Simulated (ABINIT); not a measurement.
Crystal: BaTiO3.

```xyz
5
Lattice="4.0060 0.0000 0.0000 0.0000 4.0060 0.0000 0.0000 0.0000 4.0060" Properties=species:S:1:pos:R:3 pbc="T T T"
Ba    2.0030    2.0030    2.0030
Ti    0.0000    0.0000    0.0000
O     0.0000    0.0000    2.0030
O     0.0000    2.0030    0.0000
O     2.0030    0.0000    0.0000
```

Base run:

* Program: ABINIT 10.8.3 (patched build)
* Functional: PBE
* Potentials or basis: JTH PAW PBE v2.0
* Cutoff: 626 eV
* k mesh: 7 × 7 × 7
* Occupations: fermi-dirac, width 0.05 eV
* Spin: no spin polarisation

Its results: band gap on the k mesh 1.82 eV, indirect (least direct gap 1.90 eV); pressure 2.8 GPa.

The run is repeated on the same cell with these changes: functional from PBE to LDA; potentials or basis from JTH PAW PBE v2.0 to JTH PAW LDA v2.0. What comes out?

Band gap on the k mesh 1.73 eV, indirect (least direct gap 1.81 eV); pressure -8.1 GPa.

Caveats: this set's barium file shifts pressures by 1.5 GPa and gaps by 0.1 eV against other sets; spin-orbit coupling is left out, which moves the levels of the heavy elements.

A k mesh can miss the band edges.
